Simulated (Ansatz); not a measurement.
# MgI2: straining the crystal, biaxial strain in the a-b plane

One table from this session's results is given with a row withheld; the runs are named, their logs left out.

Method: DFT PBEsol, scalar-relativistic, plane waves, PAW, in Ansatz 0.2.0.

### Starting point

It takes space group P-3m1 (No. 164, trigonal). The conventional cell has a = 4.154 Å, b = 4.154 Å, c = 6.862 Å, α = 90.00°, β = 90.00°, γ = 120.00°. Mg (site symmetry -3m) has 6 I at 2.92 Å in its first shell of neighbours. Around I (site symmetry 3m) lie 3 Mg at 2.92 Å.

Structure file:

```
CELL_PARAMETERS angstrom
4.15370 0.00000 0.00000
-2.07685 3.59721 0.00000
0.00000 0.00000 6.86200
ATOMIC_POSITIONS crystal
Mg 0.00000 0.00000 0.00000
I 0.33333 0.66667 0.75763
I 0.66667 0.33333 0.24237
```

Source of the structure: the Crystallography Open Database.

The first run:

(A quick probe on a coarse mesh, which set the mesh and smearing, is not shown.)

input.yaml

```yaml
crystal:
  lattice:
    - [4.1537001214, 0.0, 0.0]
    - [-2.0768500607, 3.5972098248, 0.0]
    - [0.0, 0.0, 6.862]
  atoms:
    - { symbol: Mg, position: [0.0, 0.0, 0.0] }
    - { symbol: I, position: [0.3333333333, 0.6666666667, 0.75763] }
    - { symbol: I, position: [0.6666666667, 0.3333333333, 0.24237] }
basis:
  ecutwfc: 420
kpoints:
  mp_grid: { grid: [6, 6, 4] }
hamiltonian:
  xc: pbesol
scf:
  occupations: { method: gaussian, width: 0.02 }
output:
  forces: true
  stress: true
  eigenvalues: true
relax:
  adjacent_minimum: "off"
  f_tol: 0.005
  max_steps: 80
  cell: { stress_tol: 0.05 }
```

The run is started by

```
> ansatz run input.yaml --threads 1 --pin off --max-ram 2560MiB --backend cpu --events-out ev --progress --plain --runs-dir out
```

Among the steps run: Full relaxation; Zero strain; The gap over the whole zone; The cell strained by -1.5 %; Band edges over the zone at -1.5 %; Strain +1.5 %; The gap over the whole zone at +1.5 %; Strain -3.0 %; The gap over the whole zone at -3.0 %; At +3.0 %; Band edges over the zone at +3.0 %; Strain -4.5 %; The gap over the whole zone at -4.5 %; The cell strained by +4.5 %; Seeking the band edges at +4.5 %.

One of the session's tables, all rows but one given; the rest of the session is left out.

Lengths are those of the vectors of the cell that was run; stresses in GPa:

| strain (%) | ΔE (meV/atom) | a (Å) | b (Å) | c (Å) |
| --- | --- | --- | --- | --- |
| -4.5 | 27.5 | 3.945 | 3.945 | 7.194 |
| -3.0 | 11.7 | 4.007 | 4.007 | 7.139 |
| -1.5 | ? | ? | ? | ? |
| +0.0 | 0.0 | 4.131 | 4.131 | 7.024 |
| +1.5 | 2.6 | 4.193 | 4.193 | 6.962 |
| +3.0 | 9.8 | 4.255 | 4.255 | 6.898 |
| +4.5 | 21.2 | 4.317 | 4.317 | 6.826 |

**Question.** Estimate the row for strain (%) = -1.5.

Worked estimate for «ΔE (meV/atom)». A straight line through the neighbours (-3.0, 11.7) and (0.0, 0.0) gives 11.7 + (0.0 − 11.7) × (-1.5 + 3.0) / (0.0 + 3.0) = 5.9; a parabola fitted to 4 rows on both sides gives 2.8.

As computed: ΔE (meV/atom): 2.8; a (Å): 4.069; b (Å): 4.069; c (Å): 7.085. In «ΔE (meV/atom)» the line misses by +3.1 and the parabola by 0.0.

ΔE is over the unstrained cell. Stress in GPa, positive in compression, on the Cartesian axes of the input.

Caveats from the session: Layers here are held mostly by dispersion, which this level lacks, so their spacing and the stiffness across them are unreliable there.
